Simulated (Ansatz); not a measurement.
HfC (zincblende structure)

The computed numbers are results of PBE, scalar-relativistic (no spin polarisation) in the plane-wave PAW code Ansatz at 420 eV, Γ-centred 8×8×8 mesh, 0.05 eV Gaussian smearing. The datasets are Ansatz's generated set soft_2.

```
CELL_PARAMETERS angstrom
0.00000 2.52211 2.52211
2.52211 0.00000 2.52211
5.04421 5.04421 0.00000
ATOMIC_POSITIONS crystal
Hf 0.00000 0.00000 0.00000
C 0.25000 0.25000 0.12500
Hf 0.00000 0.00000 0.50000
C 0.25000 0.25000 0.62500
```

The cell came from substitution into a structure type; whether the compound takes it is for experiment to say.

The cell above (space group F-43m at a tolerance of 0.05 Å) comes from a relaxation within its symmetry on a finer mesh. All atoms were then moved at random (spread 0.15 Å) and the cell was relaxed without symmetry.

Is the structure a local minimum under this test?

It returns: the energy ends within 0.1 meV/atom of the undisturbed cell and space group F-43m is found again (tolerance 0.05 Å). The test covers only distortions that fit this cell.

| step (a selection, trial steps included) | E − E(end) (meV/atom) |
| --- | --- |
| 1 | 324.0 |
| 2 | 28.3 |
| 3 | 0.6 |
| 4 | 0.0 |
| 5 | 0.0 |

For elements this heavy, spin–orbit coupling would shift levels and gaps; it isn't included here. The k-mesh is coarse, so small energy differences aren't converged.
